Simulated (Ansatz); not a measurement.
# CdO: a scan of SCF settings

Wanted: the cost and the effect of other mixers, smearings and limits on one cell of CdO. We look at CdO: its deposited structure (space group Fm-3m), with 2 atoms per cell. Source: COD entry 9006685, which need not be the ambient phase.

Method: DFT r2SCAN, PAW, plane waves, scalar-relativistic, in Ansatz 0.2.0.

## 1. The starting structure

The structure is cubic, space group Fm-3m (No. 225). Conventional cell: a = 4.696 Å, b = 4.696 Å, c = 4.696 Å, α = 90.00°, β = 90.00°, γ = 90.00°. Cd (site symmetry m-3m) has 6 O at 2.35 Å as nearest neighbours. O (site symmetry m-3m) is surrounded by 6 Cd at 2.35 Å.

Structure file:

```
Cd O
1.0
     0.00000    2.34780    2.34780
     2.34780    0.00000    2.34780
     2.34780    2.34780    0.00000
Cd O
1 1
Direct
  0.00000 0.00000 0.00000
  0.50000 0.50000 0.50000
```

Atoms are counted from 1 in the order of input.yaml (O2 and so on).

After the default run come: linear mixing, β 0.2, no preconditioner; Broyden, β 0.7, preconditioner Kerker scaled by the density of states; fixed occupations; Gaussian smearing, width 0.8 eV; Fermi–Dirac width 0.003 eV, no switch to direct minimisation; cutoff 180 eV; direct minimisation; cutoff 600 eV.

The search for lower states is off throughout, and inputs that name a mixer don't switch to direct minimisation unless they say so. Spin polarisation is off.

## 2. Default SCF settings

File input.yaml:

```yaml
crystal:
  lattice:
    - [0.0, 2.3478, 2.3478]
    - [2.3478, 0.0, 2.3478]
    - [2.3478, 2.3478, 0.0]
  atoms:
    - { symbol: Cd, position: [0.0, 0.0, 0.0] }
    - { symbol: O, position: [0.5, 0.5, 0.5] }
hamiltonian:
  xc: r2scan
  pseudopotentials: { kind: paw }
basis:
  ecutwfc: 500
kpoints:
  mp_grid: { grid: [7, 7, 7] }
scf:
  occupations: { method: fermi_dirac, width: 0.1 }
  lower_state_search: "off"
output:
  forces: true
  stress: true
```

On the command line:

```sh
> ansatz run input.yaml --threads 2 --pin off --max-ram 5120MiB --backend cpu --events-out ev --progress --plain --runs-dir out
```

What it wrote:

```text
Engine: ansatz 0.2.0, aarch64-unknown-linux-gnu
Pseudopotentials: kind: paw
Pseudopotential: Cd, paw, valence charge 20, recommended cutoff 500 eV (meta_gga), Cd.paw.azcp
Pseudopotential: O, paw, valence charge 6, recommended cutoff 500 eV (meta_gga), O.paw.azcp
Functional definition: r2SCAN
  parameter k0 = 0.174
  parameter k1 = 0.065
  parameter a1 = 4.9479
  exchange = r2scan_x(k0 = k0, k1 = k1, a1 = a1)
  correlation = r2scan_c
Crystal: 2 atoms, lattice volume = 25.883 Å³
Basis set: ecut = 500 eV, 645 PW (Γ), exchange–correlation on 100×100×100 points (64 copies of the dense FFT grid, shifted against one another)
Bands: 17, of which v1, the nominal top of the filled ones, is band 13 counted from 1 (12 counted from 0)
Symmetry: 48 space group operations
Space group: Fm-3m (ITA 225), of the structure as read, at distance tolerance 3.0e-5 Å
k-points: 20 of 343
Non-local potential: Cd, projectors of the file, l = 0: 3, l = 1: 2, l = 2: 2, l = 3: 1
Non-local potential: O, projectors of the file, l = 0: 2, l = 1: 2, l = 2: 1
PAW form: soft (Blöchl's): semilocal exchange-correlation on the pseudo side does not see the compensation charge
PAW frozen core: Cd, regenerated for the run's functional (the file was generated under x = pbe(κ = 0.804, μ = 0.2195149727645171), c = pbe(β = 0.06672455060314922))
PAW frozen core: O, regenerated for the run's functional (the file was generated under x = pbe(κ = 0.804, μ = 0.2195149727645171), c = pbe(β = 0.06672455060314922))
PAW one-centre angular grid: Cd, 590 points (default); XC on 160 Gauss nodes
PAW one-centre angular grid: O, 302 points (default); XC on 160 Gauss nodes
Initial density: superposition of atomic densities (neutral atoms: chi_scale 0, normalization atom), corrected by the library's trained network
Initial wavefunctions: pseudopotential atomic-orbital guess
Functional: x = r2scan, c = r2scan; τ floored in thin density (d = 2e-4 eV/Å³)
SCF iter   1: F=-8836.666542 eV  HF=-8836.658671 eV  |F-HF|=7.87e-3  |Δ(HF+E_count)|=         —  Δρ=1.17e-2  dr2=3.18e-2  dr2_τ=5.58e-2  ethr=1.77e-3  ⟨swp⟩=4.5  Hψ=1546  notcnv=0
preconditioner: auto → none  [insulator: Δε(μ)=1.503 eV  Ē_g=16.525 eV  σ=0.100 eV  W_gap=0.80  n_scr=14 (ndim 8)  ℏωp=31.0 eV  f_vac=0.001  D(μ)=0.06/eV (n_scr^D=0)  ε∞_Penn≈4.5]
SCF iter   2: F=-8836.674782 eV  HF=-8836.678004 eV  |F-HF|=3.22e-3  |Δ(HF+E_count)|=   1.93e-2  Δρ=7.50e-3  dr2=5.90e-3  dr2_τ=2.17e-3  ethr=1.22e-4  ⟨swp⟩=2.0  Hψ=840  notcnv=0
SCF iter   3: F=-8836.676961 eV  HF=-8836.677497 eV  |F-HF|=5.37e-4  |Δ(HF+E_count)|=   5.07e-4  Δρ=3.10e-3  dr2=1.56e-3  dr2_τ=2.42e-4  ethr=2.27e-5  ⟨swp⟩=2.0  Hψ=602  notcnv=0
SCF iter   4: F=-8836.677360 eV  HF=-8836.677428 eV  |F-HF|=6.81e-5  |Δ(HF+E_count)|=   6.89e-5  Δρ=1.39e-3  dr2=2.85e-4  dr2_τ=2.83e-5  ethr=6.02e-6  ⟨swp⟩=2.5  Hψ=566  notcnv=0
SCF iter   5: F=-8836.677408 eV  HF=-8836.677412 eV  |F-HF|=3.35e-6  |Δ(HF+E_count)|=   1.68e-5  Δρ=3.24e-4  dr2=1.34e-5  dr2_τ=3.05e-6  ethr=1.10e-6  ⟨swp⟩=2.2  Hψ=684  notcnv=0
SCF iter   6: F=-8836.677397 eV  HF=-8836.677398 eV  |F-HF|=3.62e-7  |Δ(HF+E_count)|=   1.40e-5  Δρ=7.50e-5  dr2=1.08e-6  dr2_τ=9.19e-8  ethr=5.15e-8  ⟨swp⟩=2.8  Hψ=568  notcnv=0
SCF iter   7: F=-8836.677397 eV  HF=-8836.677398 eV  |F-HF|=6.50e-8  |Δ(HF+E_count)|=   5.52e-9  Δρ=1.98e-5  dr2=9.92e-8  dr2_τ=4.03e-9  ethr=3.85e-10  ⟨swp⟩=2.0  Hψ=1283  notcnv=0
SCF 1 converged in 7 iterations: F = -8836.677397 eV  dr2 = 9.92e-8
SCF converged after 7 iterations
Free energy (F): -8836.677397 eV
Harris-Foulkes:  -8836.677398 eV  (|F-HF|=6.50e-8)
Internal energy: -8836.674437 eV  (E = F + TS)
E sigma→0 (E₀):  -8836.675917 eV
Entropy (-TS):   -0.002961 eV (-1.480 meV/atom)
Fermi energy:    12.726254 eV
--- Per-component energies (eV) ---
  E_band       = -379.857866
  E_kinetic    = 681.919142
  E_local      = -3035.636102  (includes V_loc(G=0)·N_el)
  E_nonlocal   = 84.489234
  E_hartree    = 1409.045094
  E_xc         = -241.752136
  E_vxc        = -351.040863  (∫ρ·V_xc dr)
  E_paw        = -4268.036011  (= ΣΔE_a)
  E_vpaw       = -601.382440  (= ΣTr[D̂ρ^β])
  E_aug_tail   = 0.001058  (compensation charges beyond the density's cutoff)
  E_vtau       = 23.710339  (kinetic-family band-sum trace: ∫τ·v_τ [+ j·A + Jᵃ·Aᵃ] dr)
  E_ewald      = -3466.108004
  E_core_change = -0.596712  (= ΣΔE_core)
  E_smearing   = -0.002961  (= −TS)
  E_closure    = -0.000000  (closes the sum)
  Σ components = -8836.677397   (vs F -8836.677397, Δ=0.00e0)
--- Forces (eV/Å), atoms counted from 1 ---
  atom   1  Cd    -0.00000000     0.00000000    -0.00000000
  atom   2  O      0.00000000    -0.00000000     0.00000000
  max |Σ_I F_I| component: 1.20e-29 eV/Å
--- Stress (GPa, compression-positive) ---
        1.053842      -0.000000       0.000000
       -0.000000       1.053842       0.000000
       -0.000000      -0.000000       1.053842
  P = ⅓ Tr σ = 1.0538 GPa (10.538 kbar)
```

Wall time 1.5 s (2 threads of Arm Neoverse V2, shared host); peak memory 0.33 GiB.

With the default settings (MSR1 mixing, preconditioner none) the run converges in 7 iterations, with a gap of 0.18 eV on the k-mesh.

## 3. Linear mixing, β 0.2, no preconditioner

input.yaml: that of step 2 with these lines changed.

```diff
@@ -18,2 +18,5 @@
   lower_state_search: "off"
+  algorithm: density_mixing
+  max_iter: 100
+  mixing: { algorithm: anderson, ndim: 1, beta: 0.2, preconditioner: none }
 output:
```

On the command line:

```sh
> ansatz run input.yaml --threads 2 --pin off --max-ram 5120MiB --backend cpu --events-out ev --progress --plain --runs-dir out
```

What it wrote:

```text
[... 26 lines as in an earlier run ...]
SCF iter   1: F=-8836.666542 eV  HF=-8836.658671 eV  |F-HF|=7.87e-3  |Δ(HF+E_count)|=         —  Δρ=1.17e-2  dr2=3.18e-2  dr2_τ=5.58e-2  ethr=1.77e-3  ⟨swp⟩=4.5  Hψ=1546  notcnv=0
SCF iter   2: F=-8836.674233 eV  HF=-8836.678150 eV  |F-HF|=3.92e-3  |Δ(HF+E_count)|=   1.95e-2  Δρ=8.38e-3  dr2=1.30e-2  dr2_τ=1.43e-3  ethr=1.22e-4  ⟨swp⟩=2.0  Hψ=660  notcnv=0
SCF iter   3: F=-8836.676752 eV  HF=-8836.677286 eV  |F-HF|=5.34e-4  |Δ(HF+E_count)|=   8.64e-4  Δρ=6.29e-3  dr2=5.32e-3  dr2_τ=8.99e-4  ethr=4.99e-5  ⟨swp⟩=1.0  Hψ=420  notcnv=0
SCF iter   4: F=-8836.677207 eV  HF=-8836.677248 eV  |F-HF|=4.08e-5  |Δ(HF+E_count)|=   3.80e-5  Δρ=5.00e-3  dr2=2.80e-3  dr2_τ=5.25e-4  ethr=2.05e-5  ⟨swp⟩=1.0  Hψ=420  notcnv=0
[... 20 lines left out ...]
SCF iter  25: F=-8836.677398 eV  HF=-8836.677397 eV  |F-HF|=8.05e-8  |Δ(HF+E_count)|=   4.35e-8  Δρ=4.65e-5  dr2=1.73e-7  dr2_τ=5.05e-8  ethr=1.04e-9  ⟨swp⟩=1.0  Hψ=340  notcnv=0
SCF iter  26: F=-8836.677398 eV  HF=-8836.677397 eV  |F-HF|=5.47e-8  |Δ(HF+E_count)|=   2.95e-8  Δρ=3.73e-5  dr2=1.12e-7  dr2_τ=3.30e-8  ethr=6.66e-10  ⟨swp⟩=1.0  Hψ=340  notcnv=0
SCF iter  27: F=-8836.677398 eV  HF=-8836.677397 eV  |F-HF|=3.70e-8  |Δ(HF+E_count)|=   2.00e-8  Δρ=3.00e-5  dr2=7.19e-8  dr2_τ=2.15e-8  ethr=3.85e-10  ⟨swp⟩=3.0  Hψ=942  notcnv=0
SCF 1 converged in 27 iterations: F = -8836.677398 eV  dr2 = 7.19e-8
SCF converged after 27 iterations
Stability not checked: this state was not tested for a lower state beside it, because the mixer in use, unlike msr1, does not test its closes by its own steps (another_mixer; see scf.mixing.algorithm and scf.lower_state_search)
Free energy (F): -8836.677398 eV
Harris-Foulkes:  -8836.677397 eV  (|F-HF|=3.70e-8)
Internal energy: -8836.674436 eV  (E = F + TS)
E sigma→0 (E₀):  -8836.675917 eV
Entropy (-TS):   -0.002961 eV (-1.481 meV/atom)
Fermi energy:    12.726464 eV
[... 26 lines left out: energy terms, forces, stress ...]
```

Wall time 1.9 s (2 threads of Arm Neoverse V2, shared host); peak memory 0.33 GiB.

27 iterations against 7; the same free energy.

## 4. Broyden, β 0.7, preconditioner Kerker scaled by the density of states

input.yaml: that of step 3 with these lines changed.

```diff
@@ -20,3 +20,3 @@
   max_iter: 100
-  mixing: { algorithm: anderson, ndim: 1, beta: 0.2, preconditioner: none }
+  mixing: { algorithm: broyden, beta: 0.7, preconditioner: kerker_dos }
 output:
```

On the command line:

```sh
> ansatz run input.yaml --threads 2 --pin off --max-ram 5120MiB --backend cpu --events-out ev --progress --plain --runs-dir out
```

What it wrote:

```text
[... 26 lines as in an earlier run ...]
SCF iter   1: F=-8836.666542 eV  HF=-8836.658671 eV  |F-HF|=7.87e-3  |Δ(HF+E_count)|=         —  Δρ=1.17e-2  dr2=3.18e-2  dr2_τ=5.58e-2  ethr=1.77e-3  ⟨swp⟩=4.5  Hψ=1546  notcnv=0
SCF iter   2: F=-8836.666748 eV  HF=-8836.681775 eV  |F-HF|=1.50e-2  |Δ(HF+E_count)|=   2.31e-2  Δρ=1.05e-2  dr2=1.78e-2  dr2_τ=3.27e-3  ethr=1.22e-4  ⟨swp⟩=2.0  Hψ=840  notcnv=0  κ⁻¹=1.0e0(r=1)
SCF iter   3: F=-8836.673680 eV  HF=-8836.678965 eV  |F-HF|=5.29e-3  |Δ(HF+E_count)|=   2.81e-3  Δρ=4.98e-3  dr2=6.37e-3  dr2_τ=6.47e-4  ethr=6.83e-5  ⟨swp⟩=2.0  Hψ=668  notcnv=0  κ⁻¹=6.2e-2(r=2)
SCF iter   4: F=-8836.677339 eV  HF=-8836.677390 eV  |F-HF|=5.08e-5  |Δ(HF+E_count)|=   1.58e-3  Δρ=8.65e-4  dr2=9.95e-5  dr2_τ=1.16e-5  ethr=2.45e-5  ⟨swp⟩=1.7  Hψ=599  notcnv=0  κ⁻¹=2.1e-3(r=3)
SCF iter   5: F=-8836.677395 eV  HF=-8836.677399 eV  |F-HF|=3.77e-6  |Δ(HF+E_count)|=   8.71e-6  Δρ=2.25e-4  dr2=5.38e-6  dr2_τ=1.40e-6  ethr=3.83e-7  ⟨swp⟩=2.1  Hψ=534  notcnv=0  κ⁻¹=3.4e-4(r=4)
SCF iter   6: F=-8836.677397 eV  HF=-8836.677397 eV  |F-HF|=3.30e-8  |Δ(HF+E_count)|=   1.05e-6  Δρ=2.27e-5  dr2=5.48e-8  dr2_τ=1.08e-8  ethr=3.85e-10  ⟨swp⟩=3.2  Hψ=1497  notcnv=0
SCF 1 converged in 6 iterations: F = -8836.677397 eV  dr2 = 5.48e-8
SCF converged after 6 iterations
[... 1 line as in an earlier run ...]
Free energy (F): -8836.677397 eV
Harris-Foulkes:  -8836.677397 eV  (|F-HF|=3.30e-8)
Internal energy: -8836.674436 eV  (E = F + TS)
E sigma→0 (E₀):  -8836.675917 eV
Entropy (-TS):   -0.002961 eV (-1.481 meV/atom)
Fermi energy:    12.726620 eV
[... 26 lines left out: energy terms, forces, stress ...]
```

Wall time 0.96 s (2 threads of Arm Neoverse V2, shared host); peak memory 0.33 GiB.

Compared with step 2: the same free energy; 6 iterations in place of 7.

## 5. Fixed occupations

input.yaml: that of step 4 with these lines changed.

```diff
@@ -16,7 +16,5 @@
 scf:
-  occupations: { method: fermi_dirac, width: 0.1 }
+  occupations: { method: fixed }
   lower_state_search: "off"
-  algorithm: density_mixing
   max_iter: 100
-  mixing: { algorithm: broyden, beta: 0.7, preconditioner: kerker_dos }
 output:
```

On the command line:

```sh
> ansatz run input.yaml --threads 2 --pin off --max-ram 5120MiB --backend cpu --events-out ev --progress --plain --runs-dir out
```

What it wrote:

```text
[... 26 lines as in an earlier run ...]
SCF iter   1: F=-8836.663799 eV  HF=-8836.657247 eV  |F-HF|=6.55e-3  |Δ(HF+E_count)|=         —  Δρ=1.20e-2  dr2=3.40e-2  dr2_τ=5.65e-2  ethr=1.77e-3  ⟨swp⟩=4.2  Hψ=1432  notcnv=0  defer=33
preconditioner: auto → none  [insulator: Δε(μ)=0.258 eV  Ē_g=16.520 eV  n_scr=14 (ndim 8)  ℏωp=31.0 eV  f_vac=0.001  ε∞_Penn≈4.5]
SCF iter   2: F=-8836.672689 eV  HF=-8836.676253 eV  |F-HF|=3.56e-3  |Δ(HF+E_count)|=   1.90e-2  Δρ=7.76e-3  dr2=6.41e-3  dr2_τ=2.33e-3  ethr=1.31e-4  ⟨swp⟩=2.0  Hψ=800  notcnv=0  defer=40
SCF iter   3: F=-8836.675115 eV  HF=-8836.675647 eV  |F-HF|=5.33e-4  |Δ(HF+E_count)|=   6.06e-4  Δρ=3.16e-3  dr2=1.61e-3  dr2_τ=2.50e-4  ethr=2.47e-5  ⟨swp⟩=2.4  Hψ=642  notcnv=0  defer=40
SCF iter   4: F=-8836.675514 eV  HF=-8836.675587 eV  |F-HF|=7.34e-5  |Δ(HF+E_count)|=   6.00e-5  Δρ=1.43e-3  dr2=3.02e-4  dr2_τ=2.97e-5  ethr=6.20e-6  ⟨swp⟩=2.8  Hψ=607  notcnv=0  defer=40
SCF iter   5: F=-8836.675568 eV  HF=-8836.675571 eV  |F-HF|=3.62e-6  |Δ(HF+E_count)|=   1.58e-5  Δρ=3.30e-4  dr2=1.40e-5  dr2_τ=3.13e-6  ethr=1.16e-6  ⟨swp⟩=2.5  Hψ=681  notcnv=0  defer=33
SCF iter   6: F=-8836.675564 eV  HF=-8836.675564 eV  |F-HF|=4.03e-7  |Δ(HF+E_count)|=   7.03e-6  Δρ=7.61e-5  dr2=1.14e-6  dr2_τ=9.35e-8  ethr=5.39e-8  ⟨swp⟩=2.9  Hψ=577  notcnv=0
SCF iter   7: F=-8836.675564 eV  HF=-8836.675564 eV  |F-HF|=6.66e-8  |Δ(HF+E_count)|=   9.81e-9  Δρ=2.00e-5  dr2=1.01e-7  dr2_τ=4.06e-9  ethr=4.37e-9  ⟨swp⟩=2.2  Hψ=591  notcnv=0
SCF iter   8: F=-8836.675564 eV  HF=-8836.675564 eV  |F-HF|=8.75e-10  |Δ(HF+E_count)|=   1.71e-8  Δρ=2.20e-6  dr2=1.24e-9  dr2_τ=3.68e-11  ethr=3.85e-10  ⟨swp⟩=4.0  Hψ=978  notcnv=0
SCF 1 converged in 8 iterations: F = -8836.675564 eV  dr2 = 1.24e-9
SCF converged after 8 iterations
Free energy (F): -8836.675564 eV
Harris-Foulkes:  -8836.675564 eV  (|F-HF|=8.75e-10)
Internal energy: -8836.675564 eV  (E = F + TS)
E sigma→0 (E₀):  -8836.675564 eV
Fermi energy:    12.344715 eV
--- Per-component energies (eV) ---
  E_band       = -379.777105
  E_kinetic    = 681.929990
  E_local      = -3035.734271  (includes V_loc(G=0)·N_el)
  E_nonlocal   = 84.513229
  E_hartree    = 1409.131280
  E_xc         = -241.742118
  E_vxc        = -351.022171  (∫ρ·V_xc dr)
  E_paw        = -4268.070017  (= ΣΔE_a)
  E_vpaw       = -601.433847  (= ΣTr[D̂ρ^β])
  E_aug_tail   = 0.001058  (compensation charges beyond the density's cutoff)
  E_vtau       = 23.707290  (kinetic-family band-sum trace: ∫τ·v_τ [+ j·A + Jᵃ·Aᵃ] dr)
  E_ewald      = -3466.108004
  E_core_change = -0.596712  (= ΣΔE_core)
  E_smearing   = -0.000000  (= −TS)
  E_closure    = 0.000000  (closes the sum)
  Σ components = -8836.675564   (vs F -8836.675564, Δ=0.00e0)
--- Forces (eV/Å), atoms counted from 1 ---
  atom   1  Cd    -0.00000000     0.00000000     0.00000000
  atom   2  O      0.00000000    -0.00000000    -0.00000000
  max |Σ_I F_I| component: 6.25e-30 eV/Å
--- Stress (GPa, compression-positive) ---
        0.975785       0.000000      -0.000000
       -0.000000       0.975785       0.000000
       -0.000000       0.000000       0.975785
  P = ⅓ Tr σ = 0.9758 GPa (9.758 kbar)
```

It took 1.6 s on 2 threads of Arm Neoverse V2, shared host; peak memory 0.33 GiB.

It takes 8 iterations (default 7). Against the default run: free energy shifted by +0.9 meV/atom, zero-width estimate shifted by +0.2 meV/atom, pressure 1.0 GPa against 1.1.

## 6. Gaussian smearing, width 0.8 eV

input.yaml: that of step 5 with these lines changed.

```diff
@@ -16,3 +16,3 @@
 scf:
-  occupations: { method: fixed }
+  occupations: { method: gaussian, width: 0.8 }
   lower_state_search: "off"
```

On the command line:

```sh
> ansatz run input.yaml --threads 2 --pin off --max-ram 5120MiB --backend cpu --events-out ev --progress --plain --runs-dir out
```

What it wrote:

```text
band count auto-derived: 18 (N_el = 26.0; filled up to band 13; 17 by the electrons, moments and atoms)
[... 12 lines as in an earlier run ...]
Bands: 18, of which v1, the nominal top of the filled ones, is band 13 counted from 1 (12 counted from 0)
[... 13 lines as in an earlier run ...]
SCF iter   1: F=-8836.674975 eV  HF=-8836.665952 eV  |F-HF|=9.02e-3  |Δ(HF+E_count)|=         —  Δρ=1.14e-2  dr2=2.98e-2  dr2_τ=5.52e-2  ethr=1.77e-3  ⟨swp⟩=4.7  Hψ=1542  notcnv=0
preconditioner: auto → none  [insulator: Δε(μ)=1.503 eV  Ē_g=18.072 eV  σ=0.800 eV  W_gap=0.81  n_scr=14 (ndim 8)  ℏωp=31.0 eV  f_vac=0.001  D(μ)=0.07/eV (n_scr^D=0)  ε∞_Penn≈3.9]
SCF iter   2: F=-8836.682668 eV  HF=-8836.685515 eV  |F-HF|=2.85e-3  |Δ(HF+E_count)|=   1.96e-2  Δρ=7.24e-3  dr2=5.39e-3  dr2_τ=2.01e-3  ethr=1.15e-4  ⟨swp⟩=2.0  Hψ=782  notcnv=0
SCF iter   3: F=-8836.684575 eV  HF=-8836.685101 eV  |F-HF|=5.26e-4  |Δ(HF+E_count)|=   4.13e-4  Δρ=3.03e-3  dr2=1.50e-3  dr2_τ=2.31e-4  ethr=2.07e-5  ⟨swp⟩=2.0  Hψ=605  notcnv=0
SCF iter   4: F=-8836.684970 eV  HF=-8836.685033 eV  |F-HF|=6.32e-5  |Δ(HF+E_count)|=   6.79e-5  Δρ=1.34e-3  dr2=2.67e-4  dr2_τ=2.69e-5  ethr=5.76e-6  ⟨swp⟩=2.3  Hψ=573  notcnv=0
SCF iter   5: F=-8836.685015 eV  HF=-8836.685018 eV  |F-HF|=3.25e-6  |Δ(HF+E_count)|=   1.53e-5  Δρ=3.17e-4  dr2=1.28e-5  dr2_τ=2.95e-6  ethr=1.03e-6  ⟨swp⟩=2.1  Hψ=692  notcnv=0
SCF iter   6: F=-8836.685011 eV  HF=-8836.685012 eV  |F-HF|=3.19e-7  |Δ(HF+E_count)|=   6.32e-6  Δρ=7.35e-5  dr2=1.02e-6  dr2_τ=8.96e-8  ethr=4.93e-8  ⟨swp⟩=2.8  Hψ=579  notcnv=0
SCF iter   7: F=-8836.685012 eV  HF=-8836.685012 eV  |F-HF|=6.40e-8  |Δ(HF+E_count)|=   2.05e-8  Δρ=1.97e-5  dr2=9.78e-8  dr2_τ=4.06e-9  ethr=3.85e-10  ⟨swp⟩=2.0  Hψ=1313  notcnv=0
SCF 1 converged in 7 iterations: F = -8836.685012 eV  dr2 = 9.78e-8
SCF converged after 7 iterations
Free energy (F): -8836.685012 eV
Harris-Foulkes:  -8836.685012 eV  (|F-HF|=6.40e-8)
Internal energy: -8836.661699 eV  (E = F + TS)
E sigma→0 (E₀):  -8836.673355 eV
Entropy (-TS):   -0.023313 eV (-11.656 meV/atom)
Fermi energy:    13.388782 eV
--- Per-component energies (eV) ---
  E_band       = -379.931512
  E_kinetic    = 681.914635
  E_local      = -3035.522812  (includes V_loc(G=0)·N_el)
  E_nonlocal   = 84.465647
  E_hartree    = 1408.944993
  E_xc         = -241.759820
  E_vxc        = -351.055686  (∫ρ·V_xc dr)
  E_paw        = -4268.000684  (= ΣΔE_a)
  E_vpaw       = -601.328991  (= ΣTr[D̂ρ^β])
  E_aug_tail   = 0.001057  (compensation charges beyond the density's cutoff)
  E_vtau       = 23.712930  (kinetic-family band-sum trace: ∫τ·v_τ [+ j·A + Jᵃ·Aᵃ] dr)
  E_ewald      = -3466.108004
  E_core_change = -0.596712  (= ΣΔE_core)
  E_smearing   = -0.023313  (= −TS)
  E_closure    = -0.000000  (closes the sum)
  Σ components = -8836.685012   (vs F -8836.685012, Δ=0.00e0)
--- Forces (eV/Å), atoms counted from 1 ---
  atom   1  Cd    -0.00000000     0.00000000     0.00000000
  atom   2  O      0.00000000    -0.00000000     0.00000000
  max |Σ_I F_I| component: 1.68e-29 eV/Å
--- Stress (GPa, compression-positive) ---
        1.165804      -0.000000       0.000000
       -0.000000       1.165804       0.000000
       -0.000000      -0.000000       1.165804
  P = ⅓ Tr σ = 1.1658 GPa (11.658 kbar)
```

Wall time 1 s (2 threads of Arm Neoverse V2, shared host); peak memory 0.33 GiB.

7 iterations, as in the default run; free energy shifted by -3.8 meV/atom, zero-width estimate shifted by +1.3 meV/atom, pressure 1.2 GPa against 1.1.

(Part 1 of 2 ends here.)
